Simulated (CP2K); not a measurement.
A run of CP2K 2026.2:

File zns_scf.inp:

```
&GLOBAL
  PROJECT zns_scf
  RUN_TYPE ENERGY_FORCE
  PRINT_LEVEL LOW
&END GLOBAL
&FORCE_EVAL
  METHOD QS
  STRESS_TENSOR ANALYTICAL
  &DFT
    BASIS_SET_FILE_NAME BASIS_MOLOPT_UZH
    POTENTIAL_FILE_NAME POTENTIAL_UZH
    &MGRID
      CUTOFF 450
      REL_CUTOFF 60
      NGRIDS 4
    &END MGRID
    &QS
      METHOD GPW
      EPS_DEFAULT 1.0E-10
    &END QS
    &KPOINTS
      SCHEME MONKHORST-PACK 9 9 9
      GAMMA_CENTERED T
      SYMMETRY T
      SYMMETRY_BACKEND SPGLIB
    &END KPOINTS
    &SCF
      SCF_GUESS ATOMIC
      EPS_SCF 1.0E-6
      MAX_SCF 100
      ADDED_MOS 10
      CHOLESKY OFF
      EPS_EIGVAL 1.0E-7
      &DIAGONALIZATION ON
        ALGORITHM STANDARD
      &END DIAGONALIZATION
      &MIXING ON
        METHOD BROYDEN_MIXING
        ALPHA 0.4
        BETA 1.5
        NBUFFER 8
      &END MIXING
      &SMEAR ON
        METHOD FERMI_DIRAC
        ELECTRONIC_TEMPERATURE 580.23
      &END SMEAR
    &END SCF
    &XC
      &XC_FUNCTIONAL
        &GGA_X_PBE_SOL
        &END GGA_X_PBE_SOL
        &GGA_C_PBE_SOL
        &END GGA_C_PBE_SOL
      &END XC_FUNCTIONAL
    &END XC
    &PRINT
      &KPOINTS ON
      &END KPOINTS
      &MULLIKEN ON
      &END MULLIKEN
      &MO ON
        ENERGIES T
        OCCUPATION_NUMBERS T
        &EACH
          QS_SCF 0
        &END EACH
        ADD_LAST NUMERIC
      &END MO
      &LOWDIN ON
      &END LOWDIN
      &HIRSHFELD ON
        SHAPE_FUNCTION DENSITY
      &END HIRSHFELD
    &END PRINT
  &END DFT
  &SUBSYS
    &CELL
      A 3.8212050455 0.0000000000 0.0000000000
      B 1.9106025228 3.3092606425 0.0000000000
      C 1.9106025228 1.1030868808 3.1200008547
      PERIODIC XYZ
    &END CELL
    &COORD
      Zn  5.7318075683 3.3092606425 2.3400006410
      S   0.0000000000 0.0000000000 0.0000000000
    &END COORD
    &KIND Zn
      BASIS_SET TZVP-MOLOPT-PBE-GTH-q12
      POTENTIAL GTH-PBE-q12
    &END KIND
    &KIND S
      BASIS_SET TZVP-MOLOPT-PBE-GTH-q6
      POTENTIAL GTH-PBE-q6
    &END KIND
    &PRINT
      &ATOMIC_COORDINATES ON
      &END ATOMIC_COORDINATES
      &CELL ON
      &END CELL
      &SYMMETRY ON
      &END SYMMETRY
    &END PRINT
  &END SUBSYS
  &PRINT
    &FORCES ON
    &END FORCES
    &STRESS_TENSOR ON
    &END STRESS_TENSOR
  &END PRINT
&END FORCE_EVAL
```

Potentials or basis: POTENTIAL_UZH Zn GTH-PBE-q12, S GTH-PBE-q6; TZVP-MOLOPT-PBE-GTH basis.

Run with:

```bash
$ OMP_NUM_THREADS=1 cp2k.psmp -i zns_scf.inp -o zns_scf.out
```

Hardware: 1 thread of Arm Neoverse V2, on a shared host.

Problem. Estimate the wall time of this run.

Solution. Wall time 62 s on 1 thread of Arm Neoverse V2 (shared host), peak memory 0.34 GiB. Counts: scf iterations 14, k points 35, basis 51, bands 19, force evaluations 1.
